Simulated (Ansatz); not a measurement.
MnSb:

```
CELL_PARAMETERS angstrom
0.00000 2.79502 2.79502
2.79502 0.00000 2.79502
2.79502 2.79502 0.00000
ATOMIC_POSITIONS crystal
Sb 0.50000 0.50000 0.50000
Mn 0.00000 0.00000 0.00000
```

The cell comes from a database or a generator and needn't be the stable form of this composition.

Program: Ansatz 0.2.0. Alike in all runs: task single point; potentials or basis all-electron LAPW, scalar-relativistic; spin collinear, ferromagnetic start; cell as given; k mesh 8 × 8 × 8; cutoff (eV) 242; basis error allowed 0.001 eV/atom.

Problem. Order these runs on this cell by their pressure, lowest first.
A. level PBEsol; smearing gaussian 0.1 eV
B. level LDA+U; U Mn d U = 4 eV; smearing tetrahedron
C. level LDA; smearing gaussian 0.02 eV

Solution. C (-7.5 GPa), A (-4.1 GPa), B (0.7 GPa).

Caveats: a cell with one magnetic atom can't hold antiferromagnetic order, which such compounds often take; the magnetic state may not be the lowest (some runs); U is the effective U less J, on atomic orbitals that reach past the spheres (some runs); the U is typed as a test and isn't derived for this compound (some runs).

Not every run made on this cell is shown here.
